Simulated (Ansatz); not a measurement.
# HfO2: a O atom hops into a vacancy

Aim: the barrier for O12 to jump 2.58 Å into the empty O site beside it, in a 2×1×1 supercell of HfO2 with one O atom removed. The band relaxes its own ends first.

Program: Ansatz 0.2.0. Level of theory: DFT PBE, plane waves, PAW, scalar-relativistic, no spin polarisation. These are calculated values, not measurements.

### Step 1. Starting point

The cell holds 23 atoms (Hf8O15): a = 10.324 Å, b = 5.230 Å, c = 5.329 Å, α = 90.00°, β = 99.35°, γ = 90.00°.

The empty site lies at (-1.37, -0.87, 6.04) Å, and O12 starts at (-0.33, 0.87, 4.44) Å. All atoms were shaken by about 0.02 Å to break the symmetry.

The coordinates stand in the first input below.

### Step 2. Relaxing the ends and the band

crystal.atoms is the first end and neb.final_atoms the second, which differs in O12 alone.

Contents of input.yaml:

```yaml
crystal:
  lattice:
    - [10.323802, 0.0, 0.0]
    - [0.0, 5.230182, 0.0]
    - [-0.866025, 0.0, 5.258593]
  atoms:
    - { symbol: O, position: [0.22489356, 0.75616851, 0.48234876] }
    - { symbol: O, position: [0.27544525, 0.2515348, 0.02167755] }
    - { symbol: O, position: [0.27951234, 0.24159404, 0.52005477] }
    - { symbol: O, position: [0.23034173, 0.73708677, 0.97550047] }
    - { symbol: Hf, position: [0.13686746, 0.03967615, 0.20155615] }
    - { symbol: Hf, position: [0.3612645, 0.53633354, 0.29009175] }
    - { symbol: Hf, position: [0.36295016, 0.96099484, 0.78917182] }
    - { symbol: Hf, position: [0.13931334, 0.46351438, 0.7058831] }
    - { symbol: O, position: [0.03441128, 0.33801965, 0.34183142] }
    - { symbol: O, position: [0.46108989, 0.83695167, 0.15525508] }
    - { symbol: O, position: [0.4651001, 0.67511362, 0.64860779] }
    - { symbol: O, position: [0.03876153, 0.16670119, 0.84457032] }
    - { symbol: O, position: [0.72449153, 0.75393941, 0.47332498] }
    - { symbol: O, position: [0.77719916, 0.25720538, 0.02108108] }
    - { symbol: O, position: [0.77440021, 0.2442844, 0.51894229] }
    - { symbol: O, position: [0.72411996, 0.74174007, 0.9768984] }
    - { symbol: Hf, position: [0.64080569, 0.04057026, 0.20919271] }
    - { symbol: Hf, position: [0.86589234, 0.54000154, 0.29411493] }
    - { symbol: Hf, position: [0.86298062, 0.95715406, 0.79628342] }
    - { symbol: Hf, position: [0.63806705, 0.45587348, 0.71498625] }
    - { symbol: O, position: [0.53689423, 0.33713035, 0.34735177] }
    - { symbol: O, position: [0.96458444, 0.66234057, 0.65800562] }
    - { symbol: O, position: [0.53935402, 0.1697745, 0.84510111] }
kpoints:
  mp_grid: { grid: [2, 3, 3] }
magnetization:
  spin_polarized: false
scf:
  occupations: { method: fermi_dirac, width: 0.1 }
hamiltonian:
  pseudopotentials: { kind: paw }
  xc: pbe
basis:
  ecutwfc: 420
neb:
  images: 5
  relax_end_points: true
  climbing: true
  f_tol: 0.1
  max_iterations: 40
  order_check: false
  final_atoms:
    - { symbol: O, position: [0.22489356, 0.75616851, 0.48234876] }
    - { symbol: O, position: [0.27544525, 0.2515348, 0.02167755] }
    - { symbol: O, position: [0.27951234, 0.24159404, 0.52005477] }
    - { symbol: O, position: [0.23034173, 0.73708677, 0.97550047] }
    - { symbol: Hf, position: [0.13686746, 0.03967615, 0.20155615] }
    - { symbol: Hf, position: [0.3612645, 0.53633354, 0.29009175] }
    - { symbol: Hf, position: [0.36295016, 0.96099484, 0.78917182] }
    - { symbol: Hf, position: [0.13931334, 0.46351438, 0.7058831] }
    - { symbol: O, position: [0.03441128, 0.33801965, 0.34183142] }
    - { symbol: O, position: [0.46108989, 0.83695167, 0.15525508] }
    - { symbol: O, position: [0.4651001, 0.67511362, 0.64860779] }
    - { symbol: O, position: [-0.03607594, -0.16599217, 1.14858597] }
    - { symbol: O, position: [0.72449153, 0.75393941, 0.47332498] }
    - { symbol: O, position: [0.77719916, 0.25720538, 0.02108108] }
    - { symbol: O, position: [0.77440021, 0.2442844, 0.51894229] }
    - { symbol: O, position: [0.72411996, 0.74174007, 0.9768984] }
    - { symbol: Hf, position: [0.64080569, 0.04057026, 0.20919271] }
    - { symbol: Hf, position: [0.86589234, 0.54000154, 0.29411493] }
    - { symbol: Hf, position: [0.86298062, 0.95715406, 0.79628342] }
    - { symbol: Hf, position: [0.63806705, 0.45587348, 0.71498625] }
    - { symbol: O, position: [0.53689423, 0.33713035, 0.34735177] }
    - { symbol: O, position: [0.96458444, 0.66234057, 0.65800562] }
    - { symbol: O, position: [0.53935402, 0.1697745, 0.84510111] }
```

The run is started by

```console
> ansatz run input.yaml --threads 4 --pin off --max-ram 8192MiB --backend cpu --events-out ev --progress --plain --runs-dir out
```

Log (excerpt; [...] marks lines left out):

```text
Warning: neb: disabling space-group detection — the band's intermediate images generally break the endpoint symmetry, so no spatial operation reduces the k-mesh or symmetrises the density, except that a semilocal band can use its path's symmetry ahead of convergence; time reversal is [...]
Warning: RAYON_NUM_THREADS=4 ignored (pool sized by the plan → 4); use --threads N
[...]
Pseudopotentials: kind: paw
Pseudopotential: O, paw, valence charge 6, recommended cutoff 420 eV (normal), O.paw.azcp
Pseudopotential: Hf, paw, valence charge 26, recommended cutoff 420 eV (normal), Hf.paw.azcp
Functional definition: PBE
[...]
parallel-image band execution: 4 concurrent image workers
NEB image 0
Crystal: 23 atoms, lattice volume = 283.940 Å³
Basis set: ecut = 420 eV, 5533 PW (Γ), exchange–correlation on 144×72×72 points (8 copies of the dense FFT grid, shifted against one another)
Bands: 179, of which v1, the nominal top of the filled ones, is band 149 counted from 1 (148 counted from 0)
Symmetry: 1 space group operations
k-points: 10 of 18 (time reversal used)
[...]
SCF iter   1: F=—  HF=-134321.873244 eV  |F-HF|=—  |Δ(HF+E_count)|=         —  Δρ=5.03e-3  dr2=1.63e-1  ethr=1.77e-3  ⟨swp⟩=5.0  Hψ=5584  notcnv=0  defer=23
[...]
NSCF: frozen V_eff on 10 k-points
NEB image 6
[...]
NSCF: frozen V_eff on 10 k-points
NEB end point (image 0): max|allowed force component| = 1.066e0 eV/Å (the criterion of neb.relax_end_points is 2.000e-2)
NEB end point (image 6): max|allowed force component| = 1.218e0 eV/Å (the criterion of neb.relax_end_points is 2.000e-2)
NEB image 0, for its relaxation
[...]
NEB image 0, for its relaxation
[...]
NEB image 0, for its relaxation
[...]
NEB image 0, for its relaxation
[...]
SCF iter   8: F=—  HF=-134322.113048 eV  |F-HF|=—  |Δ(HF+E_count)|=   1.29e-6  Δρ=1.69e-5  dr2=7.50e-7  ethr=7.26e-10  ⟨swp⟩=2.0  Hψ=2883  notcnv=0  defer=81
```

### Step 3. More of the same log

Output, continued (excerpt; [...] marks lines left out):

```text
SCF iter   9: F=-134322.113048 eV  HF=-134322.113048 eV  |F-HF|=1.43e-8  |Δ(HF+E_count)|=   1.39e-7  Δρ=4.84e-6  dr2=6.87e-8  ethr=3.36e-11  ⟨swp⟩=3.1  Hψ=7570  notcnv=0
[...]
NEB image 0, for its relaxation
[...]
NEB image 0, for its relaxation
[...]
NEB image 0
[...]
NSCF: frozen V_eff on 10 k-points
NEB end point (image 0): relaxed in 44 SCF iterations, 0.281541 eV lower, largest move of an atom 0.107 Å; not tested for a saddle point
NEB image 6, for its relaxation
[...]
NEB image 6, for its relaxation
[...]
NEB image 6, for its relaxation
[...]
NEB image 6, for its relaxation
[...]
NEB image 6, for its relaxation
[...]
NEB image 6, for its relaxation
[...]
NEB image 6, for its relaxation
[...]
NEB image 6
[...]
NSCF: frozen V_eff on 10 k-points
NEB end point (image 6): relaxed in 52 SCF iterations, 0.275583 eV lower, largest move of an atom 0.094 Å; not tested for a saddle point
NEB image 1
[...]
SCF iter   4: F=—  HF=-134320.897825 eV  |F-HF|=—  |Δ(HF+E_count)|=   5.65e-4  Δρ=4.37e-4  dr2=6.62e-4  ethr=1.43e-6  ⟨swp⟩=2.0  Hψ=3205  notcnv=0  defer=20
```

### Step 4. More of the same log

The log, continued (excerpt; [...] marks lines left out):

```text
SCF iter   5: F=—  HF=-134320.897925 eV  |F-HF|=—  |Δ(HF+E_count)|=   1.00e-4  Δρ=2.08e-4  dr2=1.19e-4  ethr=2.22e-7  ⟨swp⟩=2.0  Hψ=3125  notcnv=0  defer=20
[...]
NEB image 2
[...]
NEB image 3
[...]
NEB image 4
[...]
NEB image 5
[...]
SCF iter   9: F=-134320.895562 eV  HF=-134320.895562 eV  |F-HF|=4.49e-8  |Δ(HF+E_count)|=   1.80e-7  Δρ=4.93e-6  dr2=7.72e-8  ethr=3.36e-11  ⟨swp⟩=3.1  Hψ=7494  notcnv=0
[...]
NEB iter   1: max|band force component| = 9.684e0 eV/Å  barrier→ = 5.7377 eV  barrier← = 5.7377 eV  Δτ_max = 0.1847 Å  (71 SCF iters)
[...]
NEB iter   4: max|band force component| = 2.088e-1 eV/Å  barrier→ = 2.9228 eV  barrier← = 2.9229 eV  CI = image 3  Δτ_max = 0.0452 Å  (43 SCF iters)
[...]
NEB iter   7: max|band force component| = 4.864e-1 eV/Å  barrier→ = 2.6636 eV  barrier← = 2.6636 eV  CI = image 3  Δτ_max = 0.0825 Å  (46 SCF iters)
[...]
    - { symbol: O, position: [0.726717388156734, 0.7180423245489417, 0.44343315493316504] }
    - { symbol: O, position: [0.7690516457301968, 0.24517515769058618, -0.008679812424598818] }
    - { symbol: O, position: [0.7668904719614603, 0.2204818359568584, 0.49081363062897776] }
    - { symbol: O, position: [0.7384272068513885, 0.7429104161977944, 0.961579498747278] }
    - { symbol: Hf, position: [0.6385619762870177, 0.031557408585484184, 0.18974406108270755] }
    - { symbol: Hf, position: [0.871156224089689, 0.49660260342077533, 0.26451449754341344] }
    - { symbol: Hf, position: [0.8543333118864925, 0.9373262507851726, 0.7387502840864016] }
    - { symbol: Hf, position: [0.637527081049339, 0.4534839384981444, 0.6918663166208631] }
    - { symbol: O, position: [0.5268640406213525, 0.31458398779899815, 0.34640004018833986] }
    - { symbol: O, position: [0.9830068680509464, 0.7385276404081733, 0.5349911216688568] }
    - { symbol: O, position: [0.5300132218523822, 0.17970806528127214, 0.849843818417882] }
```

It took 39 min on 4 threads of Arm Neoverse V1, shared host; peak memory 3.1 GiB.

### Step 5. Images and barrier

Images 0 and 6 are the ends. Energies count from image 0; the path length is the program's own measure over all atoms.

| image | path (Å) | energy (eV) | O12 x y z (Å) | band force (eV/Å) |
| --- | --- | --- | --- | --- |
| 0 | 0.000 | 0.0000 | -0.38 0.86 4.48 | - |
| 1 | 0.703 | 0.3331 | -0.49 0.88 4.68 | 0.030 |
| 2 | 1.405 | 1.5588 | -0.64 0.51 4.95 | 0.062 |
| 3* | 2.107 | 2.1484 | -0.86 0.00 5.25 | 0.093 |
| 4 | 2.810 | 1.5576 | -1.07 -0.51 5.57 | 0.063 |
| 5 | 3.513 | 0.3307 | -1.22 -0.88 5.83 | 0.030 |
| 6 | 4.217 | 0.0000 | -1.33 -0.86 6.03 | - |

The star marks the climbing image.

image, energy (eV) and a bar:
```
        0      0.000 
        1      0.333 #####
        2      1.559 ######################
        3      2.148 ##############################
        4      1.558 ######################
        5      0.331 #####
        6      0.000
```

The top of the band by iteration:

| iteration | highest image above image 0 (eV) | largest band force (eV/Å) |
| --- | --- | --- |
| 1 | 5.7376 | 9.684 |
| 2 | 3.2847 | 1.629 |
| 3 | 3.0209 | 0.773 |
| 4 | 2.9228 | 0.209 |
| 5 | 2.8885 | 0.194 |
| 6 | 2.7728 | 0.415 |
| 7 | 2.6636 | 0.486 |
| 8 | 2.5291 | 0.502 |
| 9 | 2.2821 | 0.465 |
| 10 | 2.1915 | 0.330 |
| 11 | 2.1639 | 0.130 |
| 12 | 2.1526 | 0.114 |
| 13 | 2.1484 | 0.093 |

Positions of all images (Å):

```xyz
23
Lattice="10.324 0.000 0.000 0.000 5.230 0.000 -0.866 0.000 5.259" Properties=species:S:1:pos:R:3 pbc="T T T" image=0 dE=0.0000
O     1.898    3.953    2.509
O     2.811    1.340    0.136
O     2.384    1.269    2.773
O     1.479    3.882    5.146
Hf    1.236    0.204    1.099
Hf    3.493    2.836    1.539
Hf    3.068    5.005    4.170
Hf    0.814    2.383    3.741
O     0.043    1.711    1.819
O     4.702    4.328    0.796
O     4.259    3.509    3.427
O    -0.380    0.862    4.478
O     7.080    3.949    2.474
O     7.991    1.362    0.116
O     7.546    1.274    2.748
O     6.725    3.887    5.130
Hf    6.426    0.236    1.097
Hf    8.683    2.873    1.493
Hf    8.240    5.011    4.136
Hf    5.994    2.387    3.715
O     5.206    1.709    1.833
O     9.436    3.527    3.387
O     4.787    0.892    4.460
23
Lattice="10.324 0.000 0.000 0.000 5.230 0.000 -0.866 0.000 5.259" Properties=species:S:1:pos:R:3 pbc="T T T" image=1 dE=0.3331
O     1.945    3.967    2.586
O     2.738    1.341    0.236
O     2.328    1.330    2.880
O     1.491    3.902    5.208
Hf    1.215    0.197    1.214
Hf    3.489    2.844    1.584
Hf    3.054    5.008    4.204
Hf    0.725    2.405    3.846
O    -0.101    1.510    2.061
O     4.727    4.289    0.782
O     4.318    3.563    3.417
O    -0.490    0.877    4.677
O     7.135    3.844    2.383
O     7.987    1.315    0.051
O     7.512    1.186    2.692
O     6.756    3.872    5.051
Hf    6.428    0.204    1.058
Hf    8.725    2.806    1.406
Hf    8.259    4.955    4.058
Hf    5.989    2.354    3.668
O     5.168    1.657    1.836
O     9.603    3.741    3.105
O     4.748    0.929    4.480
23
Lattice="10.324 0.000 0.000 0.000 5.230 0.000 -0.866 0.000 5.259" Properties=species:S:1:pos:R:3 pbc="T T T" image=2 dE=1.5588
O     1.961    3.989    2.663
O     2.687    1.364    0.231
O     2.344    1.382    2.894
O     1.518    3.938    5.271
Hf    1.266    0.244    1.339
Hf    3.496    2.845    1.607
Hf    3.052    5.040    4.234
Hf    0.666    2.556    3.890
O    -0.157    1.439    2.276
O     4.732    4.291    0.786
O     4.337    3.581    3.426
O    -0.641    0.511    4.945
O     7.134    3.765    2.353
O     7.963    1.287   -0.018
O     7.502    1.136    2.624
O     6.757    3.894    5.069
Hf    6.430    0.174    1.021
Hf    8.746    2.675    1.374
Hf    8.226    4.883    3.972
Hf    5.989    2.356    3.643
O     5.152    1.650    1.827
O     9.681    3.871    2.846
O     4.734    0.941    4.477
23
Lattice="10.324 0.000 0.000 0.000 5.230 0.000 -0.866 0.000 5.259" Properties=species:S:1:pos:R:3 pbc="T T T" image=3 dE=2.1484
O     1.986    4.076    2.670
O     2.687    1.343    0.195
O     2.360    1.473    2.919
O     1.531    3.947    5.297
Hf    1.298    0.327    1.366
Hf    3.496    2.857    1.613
Hf    3.050    5.064    4.253
Hf    0.714    2.632    3.860
O    -0.207    1.367    2.438
O     4.742    4.289    0.782
O     4.339    3.584    3.430
O    -0.856   -0.001    5.255
O     7.118    3.755    2.332
O     7.947    1.282   -0.046
O     7.492    1.153    2.581
O     6.791    3.886    5.057
Hf    6.428    0.165    0.998
Hf    8.765    2.597    1.391
Hf    8.180    4.902    3.885
Hf    5.983    2.372    3.638
O     5.139    1.645    1.822
O     9.685    3.863    2.813
O     4.736    0.940    4.469
23
Lattice="10.324 0.000 0.000 0.000 5.230 0.000 -0.866 0.000 5.259" Properties=species:S:1:pos:R:3 pbc="T T T" image=4 dE=1.5576
O     1.976    4.093    2.628
O     2.722    1.335    0.182
O     2.344    1.464    2.898
O     1.515    3.942    5.269
Hf    1.252    0.346    1.279
Hf    3.489    2.873    1.609
Hf    3.048    5.055    4.230
Hf    0.732    2.554    3.877
O    -0.203    1.359    2.404
O     4.744    4.288    0.774
O     4.326    3.579    3.424
O    -1.071   -0.513    5.565
O     7.134    3.847    2.357
O     7.960    1.291   -0.020
O     7.517    1.240    2.588
O     6.791    3.865    5.020
Hf    6.426    0.189    1.018
Hf    8.812    2.673    1.361
Hf    8.212    4.985    3.913
Hf    5.982    2.384    3.644
O     5.141    1.648    1.826
O     9.635    3.791    2.975
O     4.746    0.938    4.465
23
Lattice="10.324 0.000 0.000 0.000 5.230 0.000 -0.866 0.000 5.259" Properties=species:S:1:pos:R:3 pbc="T T T" image=5 dE=0.3307
O     1.966    4.042    2.558
O     2.722    1.357    0.200
O     2.343    1.385    2.868
O     1.491    3.914    5.200
Hf    1.220    0.274    1.192
Hf    3.489    2.875    1.583
Hf    3.050    5.025    4.193
Hf    0.753    2.423    3.845
O    -0.125    1.488    2.145
O     4.731    4.301    0.771
O     4.310    3.572    3.415
O    -1.222   -0.879    5.833
O     7.150    3.899    2.371
O     7.987    1.327    0.044
O     7.534    1.262    2.665
O     6.740    3.888    5.015
Hf    6.424    0.221    1.047
Hf    8.753    2.824    1.405
Hf    8.263    5.032    4.038
Hf    5.989    2.385    3.668
O     5.160    1.666    1.834
O     9.579    3.718    3.191
O     4.751    0.940    4.469
23
Lattice="10.324 0.000 0.000 0.000 5.230 0.000 -0.866 0.000 5.259" Properties=species:S:1:pos:R:3 pbc="T T T" image=6 dE=0.0000
O     1.932    3.955    2.501
O     2.753    1.342    0.121
O     2.399    1.280    2.778
O     1.487    3.866    5.134
Hf    1.238    0.217    1.113
Hf    3.484    2.842    1.536
Hf    3.052    4.993    4.153
Hf    0.796    2.355    3.757
O     0.043    1.703    1.863
O     4.691    4.336    0.791
O     4.273    3.521    3.418
O    -1.332   -0.863    6.033
O     7.094    3.960    2.480
O     7.999    1.347    0.107
O     7.581    1.277    2.744
O     6.667    3.888    5.116
Hf    6.410    0.224    1.082
Hf    8.664    2.846    1.511
Hf    8.242    5.025    4.153
Hf    5.984    2.393    3.713
O     5.218    1.719    1.825
O     9.435    3.518    3.433
O     4.776    0.902    4.456
```

### Step 6. Outcome

| quantity | value |
| --- | --- |
| relaxation of the ends | 0.282 eV lower, moves up to 0.11 Å; 0.276 eV lower, moves up to 0.09 Å |
| barrier forwards | 2.15 eV |
| barrier backwards | 2.15 eV |
| second end relative to first | 0.000 eV |
| highest image | 3 of 0 to 6, climbing |
| band iterations | 13 |

What this shows: The barrier from the first end is 2.15 eV, 83 times kT at 300 K; with a typical attempt rate of 10^13 per second that is roughly 10^-23 events a second. The ends differ by 1 meV at most. The input switches the test of curvatures off, so the top was not shown to be a first-order saddle. The cell of 23 atoms is small, so the barrier is not converged with size. The vacancy is neutral; charged ones, often the stable form in such a crystal, weren't run, and their barriers can differ.
